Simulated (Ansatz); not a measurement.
# GeS3: the cost of one run

Computed with Ansatz 0.2.0 (DFT r2SCAN, scalar-relativistic, plane waves, PAW, unless a step's input says otherwise).

**1. Starting point**

Symmetry: Pm-3m, No. 221, cubic system. The conventional cell has a = 4.675 Å, b = 4.675 Å, c = 4.675 Å, α = 90.00°, β = 90.00°, γ = 90.00°. Around Ge (site symmetry m-3m) lie 6 S at 2.34 Å. S (site symmetry 4/mmm) has 2 Ge at 2.34 Å as nearest neighbours.

As a file:

```cif
data_structure
_symmetry_space_group_name_H-M 'P 1'
_symmetry_Int_Tables_number 1
_cell_length_a 4.6748
_cell_length_b 4.6748
_cell_length_c 4.6748
_cell_angle_alpha 90.000
_cell_angle_beta 90.000
_cell_angle_gamma 90.000
_cell_volume 102.16
loop_
_atom_site_label
_atom_site_type_symbol
_atom_site_fract_x
_atom_site_fract_y
_atom_site_fract_z
_atom_site_occupancy
Ge1 Ge 0.00000 0.00000 0.00000 1
S1 S 0.50000 0.00000 0.00000 1
S2 S 0.00000 0.50000 0.00000 1
S3 S 0.00000 0.00000 0.50000 1
```

This is candidate A: ReO3 type (Pm-3m, No. 221).

(A quick probe on a coarse mesh, which set the mesh and smearing, is not shown.)

**3. The relaxation (candidate A)**

File input.yaml:

```yaml
crystal:
  lattice:
    - [4.6747876996, 0.0, 0.0]
    - [0.0, 4.6747876996, 0.0]
    - [0.0, 0.0, 4.6747876996]
  atoms:
    - { symbol: Ge, position: [0.0, 0.0, 0.0] }
    - { symbol: S, position: [0.5, 0.0, 0.0] }
    - { symbol: S, position: [0.0, 0.5, 0.0] }
    - { symbol: S, position: [0.0, 0.0, 0.5] }
basis:
  ecutwfc: 500
kpoints:
  mp_grid: { grid: [10, 10, 10] }
hamiltonian:
  xc: r2scan
scf:
  occupations: { method: gaussian, width: 0.1 }
output:
  forces: true
  stress: true
  eigenvalues: true
relax:
  adjacent_minimum: "off"
  f_tol: 0.01
  max_steps: 80
  cell: { stress_tol: 0.05 }
```

Command:

```console
ansatz run input.yaml --threads 1 --pin off --max-ram 2560MiB --backend cpu --events-out ev --progress --plain --runs-dir out
```

Q: Estimate wall time and peak memory on 1 thread of Intel Xeon Platinum 8375C at 2.90GHz (Ice Lake), shared host.

About 56 s, with a peak of 0.7 GiB.
